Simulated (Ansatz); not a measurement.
## Strain and the gap of InP (zincblende)

InP (zincblende), relaxed with r2SCAN in the PAW code Ansatz. It is cubic, F-43m (No. 216); a = 5.908 Å in the conventional setting, 25.77 Å³ an atom. In has 4 P at 2.56 Å; P has 4 In at 2.56 Å.

The axes x, y and z are those of this cell:
```yaml
crystal:
  lattice:
    - [0.00000, 2.95379, 2.95379]
    - [2.95379, 0.00000, 2.95379]
    - [2.95379, 2.95379, 0.00000]
  atoms:
    - { symbol: In, position: [0.00000, 0.00000, 0.00000] }
    - { symbol: P, position: [0.25000, 0.25000, 0.25000] }
```

Unstrained: With PBE the gap is 0.586 eV and direct, at Γ. The r2SCAN gap is direct at Γ: 1.026 eV. With HSE06 the gap is 1.357 eV and direct, at Γ. Meshes: PBE 8×8×8, r2SCAN 8×8×8, HSE06 6×6×6. Strains are changes of length per length. After each strain the atoms were relaxed again with r2SCAN within the symmetry that the strain leaves, so tilts or polar shifts that break it weren't tested; points keep the names that they have in the unstrained zone. The values are computed, spin-unpolarised, and not measurements.

Changes of the least gap in eV (an overlap counts as a negative gap):
```json
{"strain": "epitaxial +1.5 % in the xy plane, free normal strain -1.69 %", "volume change (%)": "+1.3", "space group": "I-4m2", "PBE": "-0.167", "r2SCAN": "-0.176", "HSE06": "-0.182", "energy rise, r2SCAN (meV/atom)": "3.3"}
{"strain": "uniaxial -5.0 % along x", "volume change (%)": "-5.0", "space group": "I-4m2", "PBE": "+0.118", "r2SCAN": "+0.131", "HSE06": "+0.140", "energy rise, r2SCAN (meV/atom)": "20.1"}
{"strain": "epitaxial -1.0 % in the plane normal to [111], free normal strain +0.55 %", "volume change (%)": "-1.5", "space group": "R3m", "PBE": "+0.040", "r2SCAN": "+0.043", "HSE06": "+0.047", "energy rise, r2SCAN (meV/atom)": "2.3"}
{"strain": "uniaxial -2.0 % along z", "volume change (%)": "-2.0", "space group": "I-4m2", "PBE": "+0.047", "r2SCAN": "+0.052", "HSE06": "+0.057", "energy rise, r2SCAN (meV/atom)": "3.1"}
{"strain": "isotropic -1.5 % on every length", "volume change (%)": "-4.4", "space group": "F-43m", "PBE": "+0.247", "r2SCAN": "+0.264", "HSE06": "+0.277", "energy rise, r2SCAN (meV/atom)": "11.5"}
```

Epitaxial +1.5 % in the xy plane, free normal strain -1.69 %. HSE06: the gap goes from 1.357 to 1.175 eV (-0.182 eV); with r2SCAN the top three valence levels at Γ, degenerate before, become 1+2 from the top over 146 meV. Stress change with r2SCAN, compression positive: xx -1.32, yy -1.32, zz +0.03 GPa.

Uniaxial -5.0 % along x, other directions held. HSE06: the gap goes from 1.357 to 1.497 eV (+0.140 eV); with r2SCAN the top three valence levels at Γ, degenerate before, become 1+2 from the top over 237 meV. Stress change with r2SCAN, compression positive: xx +5.14, yy +3.20, zz +3.20 GPa.

Epitaxial -1.0 % in the plane normal to [111], free normal strain +0.55 %. HSE06: the gap goes from 1.357 to 1.404 eV (+0.047 eV); with r2SCAN the top three valence levels at Γ, degenerate before, become 2+1 from the top over 109 meV. Stress change with r2SCAN, compression positive: xx +1.03, yy +1.03, zz +1.03, xy -0.49, xz -0.49, yz -0.49 GPa.

Uniaxial -2.0 % along z, other directions held. HSE06: the gap goes from 1.357 to 1.414 eV (+0.057 eV); with r2SCAN the top three valence levels at Γ, degenerate before, become 1+2 from the top over 96 meV. Stress change with r2SCAN, compression positive: xx +1.15, yy +1.15, zz +2.00 GPa.

Isotropic -1.5 % on every length. HSE06: the gap goes from 1.357 to 1.634 eV (+0.277 eV). Stress change with r2SCAN, compression positive: xx +3.43, yy +3.43, zz +3.43 GPa. For HSE06, dE_g/d ln V = -6.1 eV over this step.

Spin-orbit coupling is left out, which matters wherever the heavy atoms make up the band edges.

The meshes of the hybrids are coarse, so their gaps aren't converged to the digits shown.

The splittings at Γ are without spin-orbit coupling, which regroups them where it is of like size or larger.
